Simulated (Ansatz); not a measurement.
**AlCu$_{3}$: pressure against volume**

AlCu$_{3}$, Pm-3m, a = 3.642 Å. The structure is a Materials Project entry; whether it is the stable form wasn't checked. Ansatz: r2SCAN, PAW, 500 eV, Γ-centred 12×12×12 mesh on 4 atoms, Gaussian smearing 0.10 eV; no spin polarisation. Symmetry fixes shape and atoms, so the cell is only scaled; pressure is positive in compression.

| V (Å³/atom) | P (GPa) |
| --- | --- |
| 11.351 | 10.83 |
| 11.713 | 4.96 |
| 12.075 | 0.00 |
| 12.437 | ? |
| 12.800 | -7.67 |

Task: Take V0 = 12.075 Å³/atom, fit the third-order Birch–Murnaghan form to the other rows, and predict the missing pressure.

Result: With the Eulerian strain f = ½[(V0/V)^(2/3) − 1] and y = P/[3f(1 + 2f)^(5/2)], the form is the line y = B0 + 1.5 B0 (B0′ − 4) f. Rows (f, y): 0.02104, 154.8; 0.01025, 153.3; -0.01906, 147.8. Means f = 0.004077, y = 151.97; Σ(Δf)² = 0.0008612, ΣΔfΔy = 0.1527; the slope is their ratio. y = 151.2 + 177.3 f GPa, so B0 = 151.2 GPa and B0′ = 4 + 2 × (177.3)/(3 × 151.2) = 4.78. At V = 12.437, f = -0.00975, y = 149.47 and P = -4.16 GPa. The run gave -4.16 GPa, the same to the digits shown.